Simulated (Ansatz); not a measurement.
# Au (Pm-3m) in Ansatz: notebook, part 2 of 2

Ansatz 0.2.0. Earlier steps stand in the parts before.

**4. Relaxation of cell and atoms, HF**

input reads:

```
crystal:
  lattice:
    - [2.74841, 0.0, 0.0]
    - [0.0, 2.74841, 0.0]
    - [0.0, 0.0, 2.74841]
  atoms:
    - { symbol: Au, position: [0.5, 0.5, 0.5] }
hamiltonian:
  xc: hf
  pseudopotentials: { kind: paw }
kpoints:
  mp_grid: { grid: [5, 5, 5] }
scf:
  occupations: { method: fermi_dirac, width: 0.05 }
output:
  forces: true
  stress: true
  eigenvalues: true
relax:
  f_tol: 0.01
  max_steps: 40
  cell: { stress_tol: 0.05 }
```

Potentials or basis: Ansatz PAW.

Standard output:

```text
GPUs: using 1 of 1 available (devices: 1).
Engine: ansatz 0.2.0, x86_64-unknown-linux-gnu
Pseudopotentials: kind: paw
Pseudopotential: Au, paw, valence charge 19, recommended cutoff 420 eV (normal), Au.paw.azcp
Functional definition: HF
  exchange = exact_x
  correlation = 0
device memory: the entry about to start is reckoned to put 0.4 GiB on a device that reports 56.9 GiB free (of which the cap on the GPU budget leaves the run 18.0 GiB)
GPU FFT provider: cuFFT
GPU libraries: cuBLAS 13.8.2, cuFFT 12.4.0, cuSOLVER 12.3.4
Crystal: 1 atoms, lattice volume = 20.761 Å³
Basis set: ecut = 420 eV, 437 PW (Γ)
Bands: 14, of which v1, the nominal top of the filled ones, is band 10 counted from 1 (9 counted from 0)
Symmetry: 48 space group operations
Space group: Pm-3m (ITA 221), of the structure as read, at distance tolerance 2.7e-5 Å
k-points: 10 of 125
Non-local potential: Au, projectors of the file, l = 0: 3, l = 1: 2, l = 2: 2, l = 3: 1
PAW form: soft (Blöchl's): semilocal exchange-correlation on the pseudo side does not see the compensation charge
PAW frozen core: Au, regenerated for the run's functional, and the local potential with it (the file was generated under x = pbe(κ = 0.804, μ = 0.2195149727645171), c = pbe(β = 0.06672455060314922))
PAW one-centre angular grid: Au, 590 points (default); XC on 64 Gauss nodes
Initial density: superposition of atomic densities (neutral atoms: chi_scale 0, normalization atom), corrected by the library's trained network
Initial wavefunctions: pseudopotential atomic-orbital guess
GPU buffer pool allocated for 8000 grid points (all kernels)
GPU transforms: local potential and band sums: pruned to the plane-wave sphere, on 18×18×18
Functional: x = pbe(κ = 0.804, μ = 0.2195149727645171), c = none, warm-up for x = 0 pbe(κ = 0.804, μ = 0.2195149727645171) + 1 exact, c = none
SCF iter   1: F=—  HF=-13016.832877 eV  |F-HF|=—  |Δ(HF+E_count)|=         —  Δρ=2.12e-2  dr2=6.83e-2  ethr=1.77e-3  ⟨swp⟩=8.0  Hψ=619  notcnv=0
preconditioner: auto → none  [insulator: Δε(μ)=0.788 eV  Ē_g=14.718 eV  σ=0.050 eV  W_gap=0.77  n_scr=6 (ndim 8)  ℏωp=27.0 eV  f_vac=0.010  D(μ)=1.36/eV (n_scr^D=18)]
SCF iter   2: F=—  HF=-13016.811555 eV  |F-HF|=—  |Δ(HF+E_count)|=   2.13e-2  Δρ=6.20e-3  dr2=8.88e-3  ethr=3.60e-4  ⟨swp⟩=3.4  Hψ=387  notcnv=0  defer=1
iter 3 solved again at ethr=2.10e-6 eV; its pass at ethr=4.67e-5 eV (dr2=3.99e-4 eV) is discarded
[... 463 lines left out ...]
hybrid outer 5: dexx = +1.109e-10 eV, tail = 3.25e-11 eV, Δε = 1.86e-5 eV (about 7.93e-6 eV left of the loop's levels), ΔF = 5.40e-25 eV/Å (tail inf)
relax step   5: F+E_penalty+E_count = -13017.46320764 eV  Δ(F+E_penalty+E_count) = -1.658e-2 eV  max|allowed force component| = 0.000e0 eV/Å  Δτ_max = 0.0000 Å  P = -0.008 GPa  Ω = 23.752 Å³  stress off target by 7.54e-3 GPa  SCF on the basis re-selected at this cell (its energy is not comparable with the rows above)  (37 SCF iters)
basis re-selected at this cell: Δ(F+E_penalty+E_count) = -1.658e-2 eV, ΔP = -0.012 GPa vs the last step (what re-selecting the basis moved, of the pressure what is left beyond the Pulay correction that the steps carried, after the strain that the cell walked since its last selection, with what the two solves' SCF thresholds leave and, on support functions, any second-order correction that the steps lacked; it is no measure of the basis error at this ecutwfc). This SCF's stress stands 7.54e-3 GPa from its target on what of the cell is left free (relax.cell.stress_tol is 5.00e-2 GPa) and its largest allowed force component is 0.00e0 eV/Å (relax.f_tol is 1.00e-2 eV/Å): within both
hybrid SCF converged: 5 outer / 37 inner (+0 warm-up), last move |dexx| = 1.11e-10 eV, tail = 3.25e-11 eV
Stability not checked: this state was not tested for a lower state beside it, because the functional holds exact exchange (a hybrid, or Hartree-Fock), whose exchange loop this test does not read (fock_operator; see scf.lower_state_search)
Free energy (F): -13017.463208 eV
Frozen-core exchange: fock
Harris-Foulkes:  -13017.463208 eV  (|F-HF|=1.82e-12)
Internal energy: -13017.452873 eV  (E = F + TS)
E sigma→0 (E₀):  -13017.458040 eV
Entropy (-TS):   -0.010335 eV (-10.335 meV/atom)
Fermi energy:    14.352942 eV
--- Per-component energies (eV) ---
  E_band       = -510.770412
  E_kinetic    = 606.672249
  E_local      = -2290.509911  (includes V_loc(G=0)·N_el)
  E_nonlocal   = 77.300454
  E_hartree    = 963.859708
  E_xc         = 0.000000
  E_vxc        = 0.000000  (∫ρ·V_xc dr)
  E_exx        = -316.947886  (= α·E_x^exact, valence–valence)
  E_paw        = -9484.906035  (= ΣΔE_a)
  E_vpaw       = -198.058301  (= ΣTr[D̂ρ^β])
  E_aug_tail   = 0.001443  (compensation charges beyond the density's cutoff)
  E_ewald      = -2565.460546
  E_core_change = -7.462350  (= ΣΔE_core)
  E_smearing   = -0.010335  (= −TS)
  E_closure    = 0.000000  (closes the sum)
  Σ components = -13017.463208   (vs F -13017.463208, Δ=0.00e0)
--- Forces (eV/Å), atoms counted from 1 ---
  atom   1  Au     0.00000000     0.00000000    -0.00000000
  max |Σ_I F_I| component: 2.18e-25 eV/Å
--- Stress (GPa, compression-positive) ---
       -0.007543      -0.000000       0.000000
       -0.000000      -0.007543      -0.000000
        0.000000      -0.000000      -0.007543
  P = ⅓ Tr σ = -0.0075 GPa (-0.075 kbar)
--- Band table (eV; the first three rows and the last of 10) ---
  k-point 0: bands = ["-110.7069", "-57.1982", "-57.1982", "-57.1982", "2.1826", "2.1826", "2.4833", "6.1863", "6.1863", "6.1863", "31.8754", "31.8754", "31.8754", "36.3356"]
  k-point 1: bands = ["-110.7041", "-57.2790", "-57.1948", "-57.1948", "2.3184", "2.6164", "4.2479", "5.6852", "5.6852", "6.2290", "26.8549", "33.3426", "33.3426", "36.7569"]
  k-point 2: bands = ["-110.7009", "-57.4071", "-57.1897", "-57.1897", "2.5420", "3.2303", "4.9557", "4.9557", "6.2998", "9.7167", "19.8450", "34.6169", "36.4330", "36.4330"]
  k-point 9: bands = ["-110.6875", "-57.3858", "-57.3837", "-57.3837", "3.0080", "3.1901", "3.1901", "7.2426", "7.2426", "21.9660", "26.9797", "26.9797", "27.9919", "32.8383"]
--- Relaxed structure (4 steps of the walk, 4 accepted, 1 SCFs on fresh bases) ---
  F+E_penalty+E_count = -13017.46320764 eV   max|allowed force component| = 0.000e0 eV/Å   (the final SCF, on the basis selected at the relaxed cell)
  cell:  # Å, volume = 23.7523 Å³
    - [2.87454120434395, -2.2469182684517753e-34, 0.0]
    - [-2.2469182684517753e-34, 2.87454120434395, 0.0]
    - [1.2839532962581572e-34, 0.0, 2.87454120434395]
  atoms:
    - { symbol: Au, position: [0.5, 0.5, 0.5] }
```

Run time: 30 s. Hardware: 1 × NVIDIA H100 80GB HBM3 with 2 threads of AMD EPYC 7R13 (Zen 3), shared host; peak memory 1.6 GiB.

Results:

* Free energy: -13017.4632 eV
* Relaxed volume: 23.75 Å³/atom
* Relaxed cell: a = 2.875 Å, b = 2.875 Å, c = 2.875 Å, α = 90.00°, β = 90.00°, γ = 90.00°
* Space group after relaxing (to 0.05 Å): Pm-3m (No. 221)
* Energy gained by relaxing: 89.0 meV/atom
* Ionic steps: 5
* Pressure after relaxing: 0.0 GPa
* Band gap on the k mesh: none (metal or under the smearing width)

Step by step:
```
step  energy change (eV)  largest force (eV/Å)  volume (Å³)
   1              0.0000                0.0000        20.76
   2             -0.0713                0.0000        23.95
   3             -0.0721                0.0000        23.82
   4             -0.0724                0.0000        23.75
   5             -0.0890                0.0000        23.75
```

Final structure:
```
Au
1.0
     2.87454    0.00000    0.00000
     0.00000    2.87454    0.00000
     0.00000    0.00000    2.87454
Au
1
Direct
  0.50000 0.50000 0.50000
```

Caveat: the k mesh is coarse (spacing up to 0.46 Å⁻¹), so the values aren't converged, least of all with exact exchange; the plane-wave basis is chosen anew once the cell has moved, so the energies of steps on either side of that aren't comparable; the pressure holds a Pulay correction of +0.7 GPa for the finite cutoff; the PAW data sets come from PBE, with cores solved anew for the run's functional, which leaves a small shift of forces and pressure.

**5. The runs side by side**

| task | level | cell | cutoff (eV) | gap on the mesh (eV) | pressure (GPa) |
| --- | --- | --- | --- | --- | --- |
| single point | r2SCAN50 | as given | 500 | none | -3.0 |
| single point | HF | as given | 420 | none | 10.9 |
| relaxation of cell and atoms | HF | relaxed | 420 | none | 0.0 |

Alike in all rows: potentials or basis Ansatz PAW; no spin polarisation; k mesh 5 × 5 × 5; smearing fermi-dirac 0.05 eV; the mesh is coarse, so values aren't converged.

Caveats: all runs use coarse meshes; the PAW data sets come from PBE, with cores solved anew for the run's functional, which leaves a small shift of forces and pressure; the thresholds are loose for stress (some runs); the plane-wave basis is chosen anew once the cell has moved, so the energies of steps on either side of that aren't comparable (some runs).

Absolute energies hang on the potentials; compare differences alone.
